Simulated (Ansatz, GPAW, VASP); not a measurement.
**Bi: 3 runs at one level of theory**

```
Bi
1.0
    -1.98143    1.98143    1.98143
     1.98143   -1.98143    1.98143
     1.98143    1.98143   -1.98143
Bi
1
Direct
  0.00000 0.00000 0.00000
```

This isn't the form of Bi at room conditions, which is rhombohedral.

Alike in all runs: task single point; functional LDA; k mesh 9 × 9 × 9; occupations gaussian, width 0.05 eV; no spin polarisation; no spin-orbit coupling. LDA stands for any of its common fits. Pressure is positive in compression and, in plane waves, holds the error of the finite cutoff.

```csv
program and potentials,plane-wave cutoff (eV),notes,pressure (GPa)
"GPAW, the program's PAW data sets (release 1.2.1) made for this functional",600,15 valence electrons an atom on average,-3.44
"Ansatz, all-electron LAPW, scalar-relativistic",-,-,?
"VASP, LDA PAW files Bi, 500 eV",500,5 valence electrons an atom on average,-3.26
```

Problem. Estimate from the other rows what the run with Ansatz, all-electron LAPW, scalar-relativistic gave.

Solution. Pressure -3.31 GPa. The other rows, which needn't bracket it: pressure -3.44 to -3.26.
